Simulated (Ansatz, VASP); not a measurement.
This is a calculation of MgS for Ansatz 0.2.0.

File input.yaml:

```yaml
crystal:
  lattice:
    - [0.0, 2.7752850422, 2.7752850422]
    - [2.7752850422, 0.0, 2.7752850422]
    - [2.7752850422, 2.7752850422, 0.0]
  atoms:
    - { symbol: S, position: [0.25, 0.25, 0.25] }
    - { symbol: Mg, position: [0.0, 0.0, 0.0] }
kpoints:
  mp_grid: { grid: [8, 8, 8] }
scf:
  occupations: { method: fermi_dirac, width: 0.05 }
hamiltonian:
  xc: lda
  pseudopotentials: { kind: all_electron, lapw: { basis_error: 0.001 } }
output:
  forces: true
  stress: true
  eigenvalues: true
```

Potentials or basis: all-electron LAPW, scalar-relativistic.

Launch:

```sh
$ ansatz run input.yaml --threads 1 --pin off --max-ram 3072MiB --backend cpu --events-out ev --progress --plain --runs-dir out
```

Translate it to VASP 6.6.1. Potentials there: VASP PAW LDA potentials, release 64 (S, Mg).

As run (the cutoff follows the program's own potentials):

File INCAR:

```
SYSTEM = MgS
PREC     = Accurate       ! precision mode
ENCUT    = 520            ! plane-wave cutoff, eV
EDIFF    = 1E-6           ! SCF threshold, eV
ISMEAR   = -1             ! smearing method
SIGMA    = 0.05           ! smearing width, eV
LREAL    = .FALSE.        ! projectors in reciprocal space
LASPH    = .TRUE.         ! aspherical terms in the spheres
NELM     = 100            ! most SCF steps
ALGO     = Normal         ! electronic algorithm
ISIF     = 2              ! what is computed and relaxed
LWAVE    = .FALSE.        ! write WAVECAR
LCHARG   = .FALSE.        ! write CHGCAR
NBANDS   = 11             ! bands
```

Contents of KPOINTS:

```
regular mesh
0
G
  8 8 8
  0 0 0
```

File POSCAR:

```
MgS
1.0
    0.0000000000      2.7752850422      2.7752850422
    2.7752850422      0.0000000000      2.7752850422
    2.7752850422      2.7752850422      0.0000000000
S Mg
1 1
Direct
    0.2500000000      0.2500000000      0.2500000000
    0.0000000000      0.0000000000      0.0000000000
```

Potentials or basis: VASP PAW LDA potentials, release 64 (S, Mg).

Run with:

```console
$ cat potpaw_LDA.64/S/POTCAR potpaw_LDA.64/Mg/POTCAR > POTCAR
$ mpirun -np 1 vasp_std > vasp.out
```

Both were run:

|  | VASP | Ansatz | Ansatz less VASP |
| --- | --- | --- | --- |
| gap on the k mesh at the Fermi level (eV) | 3.50 | 3.49 | -0.011 |
| least direct gap on the mesh (eV) | 3.50 | 3.49 | -0.011 |
| pressure (GPa) | 1.2 | 1.5 | +0.38 |

Ansatz ran all-electron here, so the differences hold the error of VASP's frozen core and of both bases.

A k mesh can miss the band edges.
